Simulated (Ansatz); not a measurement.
As under changes of volume

One of the cells (19.764 Å³/atom); the others are scaled copies at fixed shape and fractional positions:

```xyz
1
Lattice="2.7037 0.0000 0.0000 0.0000 2.7037 0.0000 0.0000 0.0000 2.7037" Properties=species:S:1:pos:R:3 pbc="T T T"
As    1.3518    1.3518    1.3518
```

This isn't the form of As at room conditions, which is rhombohedral.

```yaml
Program: Ansatz 0.2.0
Functional: r2SCAN
Potentials_or_basis: Ansatz PAW
Cutoff: "500 eV (not typed: the program's choice for these potentials)"
k_mesh: 10 × 10 × 10
Occupations: fermi-dirac, width 0.05 eV
Spin: no spin polarisation
```

| volume (Å³/atom) | energy over the lowest point (meV/atom) | pressure (GPa) |
| --- | --- | --- |
| 18.578 | 20.90 | 6.3 |
| 18.973 | 8.55 | 3.9 |
| 19.368 | ? | ? |
| 19.764 | 0.00 | -0.2 |
| 20.159 | 2.59 | -1.8 |
| 20.554 | 8.99 | -3.3 |
| 20.949 | 18.77 | -4.7 |

**Question.** What does the run at 19.368 Å³/atom give?

**Answer.** Energy over the lowest point 1.78 meV/atom; pressure 1.7 GPa.

Worked out: A Birch-Murnaghan fit of order 3 (a polynomial in V^(-2/3)) to the other rows has its minimum at 19.72 Å³/atom with B0 = V·E''(V) = 89 GPa and B' = 5.3. It gives 1.80 meV/atom at 19.368 Å³/atom, against the run's 1.78, and -dE/dV = 1.7 GPa, against 1.7.

Energies are extrapolated to zero smearing.

Caveats: the PAW data sets come from PBE, with cores solved anew for the run's functional, which leaves a small shift of forces and pressure.
